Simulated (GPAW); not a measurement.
# SnTe: single point with PBE

The system is SnTe.

```xyz
2
Lattice="3.9047 0.0000 0.0000 0.0000 3.9047 0.0000 0.0000 0.0000 3.9047" Properties=species:S:1:pos:R:3 pbc="T T T"
Te    1.9524    1.9524    1.9524
Sn    0.0000    0.0000    0.0000
```

Measurements of this composition are mostly on another form, of space group No. 225.

- Program: GPAW 26.7.0
- Task: single point
- Functional: PBE
- Potentials or basis: GPAW PAW data sets (gpaw-data 1.2.1)
- Cutoff: 600 eV
- Basis: pw
- k mesh: 7 × 7 × 7
- Occupations: gaussian, width 0.05 eV
- Spin: no spin polarisation
- Maxiter: 150

- Pressure: -1.4 GPa
- Band gap on the k mesh: none (metal or under the smearing width)

Levels at points of the mesh, in eV from the Fermi level:
```csv
k point,band 7,band 8,band 9,band 10,band 11,band 12,band 13,band 14
"(0.00, 0.00, 0.00)",-5.22,-1.68,-1.68,-1.68,3.67,3.67,5.41,5.41
```

Wall time 14 s on 1 thread of Arm Neoverse V1, with other jobs on the host, peak memory 0.16 GiB.

Spin-orbit coupling is left out, which matters for the levels of Te.
